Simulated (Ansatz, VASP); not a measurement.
## One calculation of Cr, two programs

```
CELL_PARAMETERS angstrom
2.45667 0.00000 0.00000
-1.22833 2.12754 0.00000
0.00000 0.00000 4.39515
ATOMIC_POSITIONS crystal
Cr 0.00000 0.00000 0.00000
Cr 0.33333 0.66667 0.50000
```

The cell was built by a generator and needn't be a form met in nature.

Alike in both runs: functional PBEsol; k mesh 21 × 21 × 10; occupations gaussian, width 0.1 eV; no spin polarisation.

Ansatz relaxed the structure, and its values are those at the end. VASP's run is a single point on that final structure, the one shown.

```csv
,VASP,Ansatz
version,VASP 6.6.1,Ansatz 0.2.0
potentials or method,"VASP PAW PBE potentials, release 64 (Cr_pv)","scalar-relativistic, plane waves, PAW"
plane-wave cutoff (eV),520,420
valence electrons in the cell,24,28
```

```tsv
	VASP	Ansatz	Ansatz less VASP
gap on the k mesh at the Fermi level (eV)	none	none	-
pressure (GPa)	-0.4	0.0	+0.42
```

A gap of «none» marks a metal or a gap that the smearing closes. The two sets of potentials don't hold the same shells in valence.

Caveats: the PAW data sets were made with another functional, which shifts forces and pressure a little (VASP); the run has no spin polarisation, though such a crystal can be magnetic. Spin polarisation is off, so any magnetic state and its effect on volume and gap are missing.
